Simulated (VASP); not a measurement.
# AlNi (Pm-3m) in VASP: further runs

The runs below take AlNi through relaxation of cell and atoms, with PBE, PBE+D3(BJ).

Everything below comes from runs of VASP 6.6.1. Logs are shortened: lines on timing, memory, paths and dates and some standing lists are left out, and cuts for length are marked.

### 1 Starting point

The structure is cubic, space group Pm-3m (No. 221). Conventional cell: a = 2.893 Å, b = 2.893 Å, c = 2.893 Å, α = 90.00°, β = 90.00°, γ = 90.00°. Around Al (site symmetry m-3m) lie 8 Ni at 2.51 Å. Around Ni (site symmetry m-3m) lie 8 Al at 2.51 Å.

### 2 Relaxation of cell and atoms, PBE

INCAR reads:

```
PREC     = Accurate       # precision mode
ENCUT    = 600            # plane-wave cutoff, eV
EDIFF    = 1E-7           # SCF threshold, eV
ISMEAR   = 1              # smearing method
SIGMA    = 0.1            # smearing width, eV
LREAL    = False          # projectors in reciprocal space
LASPH    = True           # aspherical terms in the spheres
NELM     = 80             # most SCF steps
ALGO     = Normal         # electronic algorithm
ISIF     = 3              # what is computed and relaxed
LWAVE    = False          # write WAVECAR
LCHARG   = False          # write CHGCAR
GGA      = PE             # functional
IBRION   = 2              # ionic algorithm
NSW      = 90             # ionic steps
EDIFFG   = -0.005         # ionic threshold
```

KPOINTS reads:

```
Automatic mesh
0
Gamma
  14 14 14
```

POSCAR reads:

```
AlNi                                    
1.0
    2.8928585332      0.0000000000     -0.0000000000
    0.0000000000      2.8928585332      0.0000000000
    0.0000000000     -0.0000000000      2.8928585332
  Al              Ni            
     1     1
Direct
     0.0000000000000000    0.0000000000000000    0.0000000000000000
     0.5000000000000000    0.5000000000000000    0.5000000000000000
```

Potentials or basis: VASP PAW PBE potentials, release 64 (Al, Ni).

Started as:

```bash
$ cat potpaw_PBE.64/Al/POTCAR potpaw_PBE.64/Ni/POTCAR > POTCAR
$ mpirun -np 1 vasp_std > vasp.out
```

OUTCAR:

```text
PREC = Accurate
   ENCUT = 600
   EDIFF = 1E-7
   ISMEAR = 1
   LREAL = False
   LASPH = True
   NELM = 80
   ISIF = 3
   GGA = PE
   IBRION = 2
   NSW = 90
   EDIFFG = -0.005

 ion  position               nearest neighbor table
   1  0.000  0.000  0.000-   2 2.51   2 2.51   2 2.51   2 2.51   2 2.51   2 2.51   2 2.51   2 2.51

   2  0.500  0.500  0.500-   1 2.51   1 2.51   1 2.51   1 2.51   1 2.51   1 2.51   1 2.51   1 2.51

  LATTYP: Found a simple cubic cell.
 ALAT       =     2.8928585332

  Lattice vectors:

 A1 = (   2.8928585332,   0.0000000000,   0.0000000000)
 A2 = (   0.0000000000,   2.8928585332,   0.0000000000)
 A3 = (   0.0000000000,   0.0000000000,   2.8928585332)

Analysis of symmetry for initial positions (statically):
=====================================================================
 Subroutine PRICEL returns:
 Original cell was already a primitive cell.

 Routine SETGRP: Setting up the symmetry group for a
 simple cubic supercell.

 Subroutine GETGRP returns: Found 48 space group operations
 (whereof 48 operations were pure point group operations)
 out of a pool of 48 trial point group operations.

The static configuration has the point symmetry O_h .

Analysis of symmetry for dynamics (positions and initial velocities):
=====================================================================
 Subroutine PRICEL returns:
 Original cell was already a primitive cell.

 Routine SETGRP: Setting up the symmetry group for a
 simple cubic supercell.

 Subroutine GETGRP returns: Found 48 space group operations
 (whereof 48 operations were pure point group operations)
 out of a pool of 48 trial point group operations.

The dynamic configuration has the point symmetry O_h .

 Subroutine INISYM returns: Found 48 space group operations
 (whereof 48 operations are pure point group operations),
 and found     1 'primitive' translations

----------------------------------------------------------------------------------------

                                     Primitive cell

  volume of cell :      24.2093

  direct lattice vectors                    reciprocal lattice vectors
     2.892858533  0.000000000  0.000000000     0.345678846  0.000000000  0.000000000
     0.000000000  2.892858533  0.000000000     0.000000000  0.345678846  0.000000000
     0.000000000  0.000000000  2.892858533     0.000000000  0.000000000  0.345678846

  length of vectors
     2.892858533  2.892858533  2.892858533     0.345678846  0.345678846  0.345678846

  position of ions in fractional coordinates (direct lattice)
     0.000000000  0.000000000  0.000000000
     0.500000000  0.500000000  0.500000000

  ion indices of the primitive-cell ions
   primitive index   ion index
                 1           1
                 2           2

----------------------------------------------------------------------------------------

 KPOINTS: Automatic mesh

Automatic generation of k-mesh.
 Grid dimensions read from file:
 generate k-points for:   14   14   14

 Generating k-lattice:

  Cartesian coordinates                     Fractional coordinates (reciprocal lattice)
     0.024691346  0.000000000  0.000000000     0.071428571  0.000000000  0.000000000
     0.000000000  0.024691346  0.000000000     0.000000000  0.071428571  0.000000000
     0.000000000  0.000000000  0.024691346     0.000000000  0.000000000  0.071428571

  Length of vectors
     0.024691346  0.024691346  0.024691346

  Shift w.r.t. Gamma in fractional coordinates (k-lattice)
     0.000000000  0.000000000  0.000000000

 Subroutine IBZKPT returns following result:
 ===========================================

 Found    120 irreducible k-points:

 Following reciprocal coordinates:
            Coordinates               Weight
  0.000000  0.000000  0.000000      1.000000
  0.071429  0.000000  0.000000      6.000000
  0.142857  0.000000  0.000000      6.000000
  0.214286  0.000000  0.000000      6.000000
  0.285714  0.000000  0.000000      6.000000
  0.357143  0.000000  0.000000      6.000000
[... 16 lines left out ...]
  0.285714  0.214286  0.000000     24.000000
  0.357143  0.214286  0.000000     24.000000
 [... further k-points ...]
   k-points           NKPTS =    120   k-points in BZ     NKDIM =    120   number of bands    NBANDS=     10
   number of dos      NEDOS =    301   number of ions     NIONS =      2
   total plane-waves  NPLWV =  13824
   dimension x,y,z NGX =    24 NGY =   24 NGZ =   24
   dimension x,y,z NGXF=    48 NGYF=   48 NGZF=   48
   ions per type =               1   1
   NGX,Y,Z   is equivalent  to a cutoff of  13.79, 13.79, 13.79 a.u.
   NGXF,Y,Z  is equivalent  to a cutoff of  27.58, 27.58, 27.58 a.u.
 SYSTEM =  unknown system
   PREC   = accura    normal or accurate (medium, high low for compatibility)
   ISTART =      0    job   : 0-new  1-cont  2-samecut
   ICHARG =      2    charge: 1-file 2-atom 10-const
   ISPIN  =      1    spin polarized calculation?
   LNONCOLLINEAR =      F non collinear calculations
   LSORBIT =      F    spin-orbit coupling
   LASPH  =      T    aspherical Exc in radial PAW
   ENCUT  =  600.0 eV  44.10 Ry    6.64 a.u.   5.78  5.78  5.78*2*pi/ulx,y,z
   NELM   =     80;   NELMIN=  2; NELMDL= -5     # of ELM steps
   EDIFF  = 0.1E-06   stopping-criterion for ELM
   LREAL  =      F    real-space projection
   EDIFFG = -.5E-02   stopping-criterion for IOM
   NSW    =     90    number of steps for IOM
   IBRION =      2    ionic relax: 0-MD 1-quasi-New 2-CG
   NFREE  =      1    steps in history (QN), initial steepest desc. (CG)
   ISIF   =      3    stress and relaxation
   ISYM   =      2    0-nonsym 1-usesym 2-fastsym
   POTIM  = 0.5000    time-step for ionic-motion
   TEBEG  =    0.0;   TEEND  =   0.0 temperature during run
   PSTRESS=    0.0 pullay stress
   NELECT =      13.0000    total number of electrons
   NUPDOWN=      -1.0000    fix difference up-down
   EMIN   =  10.00;   EMAX   =-10.00  energy-range for DOS
   EFERMI =   0.00;   METHOD = LEGACY
   ISMEAR =     1;   SIGMA  =   0.10  broadening in eV -4-tet -1-fermi 0-gaus
   EFERMI_NEDOS =   21; number of points for ismear=-14 and -15
   IALGO  =     38    algorithm
   IMIX   =      4    mixing-type and parameters
     AMIX     =   0.40;   BMIX     =  1.00
     AMIX_MAG =   1.60;   BMIX_MAG =  1.00
  volume/ion in A,a.u.               =      12.10        81.69
  Fermi-wavevector in a.u.,A,eV,Ry     =   1.330645  2.514554 24.090681  1.770615
  Thomas-Fermi vector in A             =   2.459716
   LORBIT       =      0    0 simple, 1 ext, 2 COOP (PROOUT), +10 PAW based schemes
   GGA     = PE    functional components
   LHFCALC =     F    Hartree Fock is set to
   AEXX    =    0.0000 exact exchange contribution
   IVDW    =     0    specifies the selected vdW correction
   LEPSILON=     F    determine dielectric tensor
   LRPA    =     F    only Hartree local field effects (RPA)
 conjugate gradient relaxation of ions
 non-spin polarized calculation
 Methfessel and Paxton  Order N= 1 SIGMA  =   0.10
  energy-cutoff  :      600.00
  volume of cell :       24.21
 maximum number of plane-waves:       840
 NGX is ok and might be reduce to    24
   NGX = 11   NGY = 11   NGZ = 11

 number of electron      13.0000013 magnetization

 Free energy of the ion-electron system (eV)
  ---------------------------------------------------
  ext. energy  EPLUGINS =         0.00000000
  ---------------------------------------------------
  free energy    TOTEN  =       -10.53677338 eV

  energy without entropy =      -10.53651719  energy(sigma->0) =      -10.53668798

 E-fermi :   9.8264     XC(G=0): -11.9890

 val. band max:        9.8239927864   @ k =   0.3571   0.1429   0.1429
 cond. band min:       9.8689636024   @ k =   0.3571   0.2857   0.0714
 fundamental gap:      0.0449708160
 Fermi energy:         9.8264216339

 k-point     1 :       0.0000    0.0000    0.0000
  band No.  band energies     occupation
      1      -1.1842      2.00000
      2       6.6981      2.00000
      3       6.6981      2.00000
      4       8.3495      2.00000
      5       8.3495      2.00000
      6       8.3495      2.00000
      7      15.3115      0.00000
      8      15.3115      0.00000
      9      15.3115      0.00000
     10      17.9491      0.00000

 k-point     2 :       0.0714    0.0000    0.0000
  band No.  band energies     occupation
      1      -1.0911      2.00000
      2       6.6908      2.00000
      3       6.7198      2.00000
      4       8.3093      2.00000
      5       8.3093      2.00000
      6       8.3538      2.00000
      7      14.3426      0.00000
      8      15.4346      0.00000
      9      15.4346      0.00000
     10      17.9557      0.00000

 k-point     3 :       0.1429    0.0000    0.0000
  band No.  band energies     occupation
      1      -0.8128      2.00000
      2       6.6446      2.00000
      3       6.7813      2.00000
      4       8.2008      2.00000
      5       8.2008      2.00000
      6       8.3656      2.00000
      7      12.7548      0.00000
      8      15.7928      0.00000
      9      15.7928      0.00000
     10      17.9751      0.00000

 k-point     4 :       0.2143    0.0000    0.0000
  band No.  band energies     occupation
      1      -0.3536      2.00000
      2       6.4763      2.00000
      3       6.8720      2.00000
      4       8.0536      2.00000
      5       8.0536      2.00000
      6       8.3829      2.00000
      7      11.2825     -0.00000
      8      16.3583      0.00000
      9      16.3583      0.00000
     10      18.0059      0.00000
[... 222 lines left out ...]
 k-point    22 :       0.2143    0.2143    0.0000
  band No.  band energies     occupation
      1       0.4533      2.00000
      2       6.7150      2.00000
      3       6.7448      2.00000
      4       7.7186      2.00000
      5       8.0605      2.00000
      6       8.1488      2.00000
      7      11.4504     -0.00000
      8      12.7240      0.00000
      9      17.3543      0.00000
     10      19.2479      0.00000

 k-point    23 :       0.2857    0.2143    0.0000
  band No.  band energies     occupation
      1       1.0648      2.00000
      2       6.3546      2.00000
      3       6.8966      2.00000
      4       7.6319      2.00000
      5       7.9492      2.00000
      6       8.1434      2.00000
      7      10.5491     -0.00000
      8      12.9267      0.00000
      9      18.0642      0.00000
     10      18.7108      0.00000

 k-point    24 :       0.3571    0.2143    0.0000
  band No.  band energies     occupation
      1       1.8272      2.00000
      2       5.6779      2.00000
      3       7.0645      2.00000
      4       7.5876      2.00000
      5       7.8313      2.00000
      6       8.1631      2.00000
      7       9.7558      1.92409
      8      13.5570      0.00000
      9      17.6378      0.00000
     10      18.9208      0.00000

 [... further k-points ...]
[... 5 lines left out ...]
  --------------------------------------------------------------------------------------
  -------------------------------------------------------------------------------------
  Total        0.0001399      0.0001399      0.0001399     -0.0000000     -0.0000000     -0.0000000
  in kB        0.0092587      0.0092587      0.0092587     -0.0000000     -0.0000000     -0.0000000
  external PRESSURE =       0.0092587 kB  Pullay stress =       0.0000000 kB

 VOLUME and BASIS-vectors are now :
 -----------------------------------------------------------------------------
  energy-cutoff  :      600.00
  volume of cell :       24.21
      direct lattice vectors                 reciprocal lattice vectors
     2.892858533  0.000000000  0.000000000     0.345678846  0.000000000  0.000000000
     0.000000000  2.892858533  0.000000000     0.000000000  0.345678846  0.000000000
     0.000000000  0.000000000  2.892858533     0.000000000  0.000000000  0.345678846

 POSITION                                       TOTAL-FORCE (eV/Angst)
 -----------------------------------------------------------------------------------
      0.00000      0.00000      0.00000         0.000000      0.000000      0.000000
      1.44643      1.44643      1.44643         0.000000      0.000000      0.000000
 -----------------------------------------------------------------------------------
    total drift:                                0.000000      0.000000     -0.000000

  FREE ENERGIE OF THE ION-ELECTRON SYSTEM (eV)
  ---------------------------------------------------
  free  energy   TOTEN  =       -10.5367733792 eV

  energy  without entropy=      -10.5365171856  energy(sigma->0) =      -10.53668798

 reached required accuracy - stopping structural energy minimisation
```

It took 15 s on 1 thread of Intel Xeon Platinum 8488C (Sapphire Rapids), shared host; peak memory 0.17 GiB.

What came out:

```yaml
Free_energy: -10.5368 eV
Pressure_after_relaxing: 0.0 GPa
Band_gap_on_the_k_mesh: none (metal or under the smearing width)
```

Final structure:
```
CELL_PARAMETERS angstrom
2.89286 0.00000 0.00000
0.00000 2.89286 0.00000
0.00000 0.00000 2.89286
ATOMIC_POSITIONS crystal
Al 0.00000 0.00000 0.00000
Ni 0.50000 0.50000 0.50000
```

Caveat: the relaxation stopped at its first step, so nothing moved. Spin polarisation is off, so any magnetic state and its effect on volume and gap are missing.

### 3 Relaxation of cell and atoms, PBE+D3(BJ)

This run uses another cell than the first one, of 11.96 Å³/atom, 0.988 times its volume.

INCAR reads:

```
SYSTEM = AlNi
  PREC = Accurate
  ENCUT = 600
  EDIFF = 1E-6
  ISMEAR = 1
  SIGMA = 0.1
  LREAL = .False.
  LASPH = .True.
  NELM = 80
  ALGO = Normal
  ISIF = 3
  LWAVE = .False.
  LCHARG = .False.
  GGA = PE
  IVDW = 12
  IBRION = 2
  NSW = 90
  EDIFFG = -0.01
```

KPOINTS reads:

```
regular mesh
0
Gamma
  14 14 14
  0 0 0
```

POSCAR reads:

```
AlNi
1.0
    2.8810000000      0.0000000000      0.0000000000
    0.0000000000      2.8810000000      0.0000000000
    0.0000000000      0.0000000000      2.8810000000
Al Ni
1 1
Direct
    0.0000000000      0.0000000000      0.0000000000
    0.5000000000      0.5000000000      0.5000000000
```

Potentials or basis: VASP PAW PBE potentials, release 64 (Al, Ni).

Started as:

```bash
$ cat potpaw_PBE.64/Al/POTCAR potpaw_PBE.64/Ni/POTCAR > POTCAR
$ mpirun -np 1 vasp_std > vasp.out
```

Wall time 37 s (1 thread of Intel Xeon Platinum 8259CL at 2.50GHz (Skylake/Cascade Lake), shared host); peak memory 0.18 GiB.

Results (log left out):

```yaml
Free_energy: -11.4285 eV
Relaxed_volume: 11.66 Å³/atom
Relaxed_cell: a = 2.857 Å, b = 2.857 Å, c = 2.857 Å, α = 90.00°, β = 90.00°, γ = 90.00°
Space_group_after_relaxing_to_0.05_Å: Pm-3m (No. 221)
Energy_gained_by_relaxing: 3.9 meV/atom
Ionic_steps: 3
Pressure_after_relaxing: 0.0 GPa
Band_gap_on_the_k_mesh: none (metal or under the smearing width)
Dispersion_energy_per_atom: -0.455 eV
```

Step by step:
| step | energy change (eV) | largest force (eV/Å) | pressure (GPa) | volume (Å³) |
| --- | --- | --- | --- | --- |
| 1 | 0.0000 | 0.0000 | -4.04 | 23.91 |
| 2 | -0.0033 | 0.0000 | 3.38 | 22.88 |
| 3 | -0.0078 | 0.0000 | 0.01 | 23.32 |

Final structure:
```
Al Ni
1.0
     2.85685    0.00000    0.00000
     0.00000    2.85685    0.00000
     0.00000    0.00000    2.85685
Al Ni
1 1
Direct
  0.00000 0.00000 0.00000
  0.50000 0.50000 0.50000
```

Levels at points of the mesh, in eV from the Fermi level:
```csv
k point,band 5,band 6,band 7,band 8,band 9,band 10
"(0.00, 0.00, 0.00)",-1.56,-1.56,5.64,5.64,5.64,8.24
"(0.50, 0.00, 0.00)",-2.28,-1.46,-0.62,8.34,10.18,10.18
"(0.50, 0.50, 0.00)",-2.11,-2.11,-1.01,1.57,2.63,12.59
"(0.50, 0.50, 0.50)",-0.98,2.02,2.02,2.02,3.95,4.59
```

Caveat: pairwise dispersion overbinds metals, which lowers pressure and volume.

### 4 Relaxation of cell and atoms, PBE+D3(BJ)

This run uses another cell than the first one, of 11.66 Å³/atom, 0.963 times its volume.

INCAR, as its differences from that of step 3:

```diff
@@ -3,3 +3,3 @@
   ENCUT = 600
-  EDIFF = 1E-6
+  EDIFF = 1E-7
   ISMEAR = 1
@@ -17,2 +17,2 @@
   NSW = 90
-  EDIFFG = -0.01
+  EDIFFG = -0.005
```

KPOINTS is that of step 3.

POSCAR reads:

```
AlNi                                    
1.0
    2.8568549244      0.0000000000     -0.0000000000
    0.0000000000      2.8568549244      0.0000000000
    0.0000000000     -0.0000000000      2.8568549244
  Al              Ni            
     1     1
Direct
     0.0000000000000000    0.0000000000000000    0.0000000000000000
     0.5000000000000000    0.5000000000000000    0.5000000000000000
```

Started as:

```bash
$ cat potpaw_PBE.64/Al/POTCAR potpaw_PBE.64/Ni/POTCAR > POTCAR
$ mpirun -np 1 vasp_std > vasp.out
```

Run time: 17 s. Hardware: 1 thread of Intel Xeon Platinum 8259CL at 2.50GHz (Skylake/Cascade Lake), shared host; peak memory 0.18 GiB.

It converged, with:

* Free energy: -11.4283 eV
* Pressure after relaxing: 0.0 GPa
* Band gap on the k mesh: none (metal or under the smearing width)
* Dispersion energy per atom: -0.455 eV

Final structure:
```cif
data_structure
_symmetry_space_group_name_H-M 'P 1'
_symmetry_Int_Tables_number 1
_cell_length_a 2.8569
_cell_length_b 2.8569
_cell_length_c 2.8569
_cell_angle_alpha 90.000
_cell_angle_beta 90.000
_cell_angle_gamma 90.000
_cell_volume 23.32
loop_
_atom_site_label
_atom_site_type_symbol
_atom_site_fract_x
_atom_site_fract_y
_atom_site_fract_z
_atom_site_occupancy
Al1 Al 0.00000 0.00000 0.00000 1
Ni1 Ni 0.50000 0.50000 0.50000 1
```

Levels at points of the mesh, in eV from the Fermi level:
```csv
k point,band 3,band 4,band 5,band 6,band 7,band 8,band 9,band 10
"(0.00, 0.00, 0.00)",-3.31,-1.56,-1.56,-1.56,5.64,5.64,5.64,8.24
"(0.50, 0.00, 0.00)",-2.82,-2.28,-2.28,-1.46,-0.62,8.34,10.18,10.18
"(0.50, 0.50, 0.00)",-2.92,-2.92,-2.11,-2.11,-1.01,1.57,2.63,12.59
"(0.50, 0.50, 0.50)",-4.19,-0.98,-0.98,2.02,2.02,2.02,3.95,4.59
```

Caveat: the relaxation stopped at its first step, so nothing moved; pairwise dispersion overbinds metals, which lowers pressure and volume.
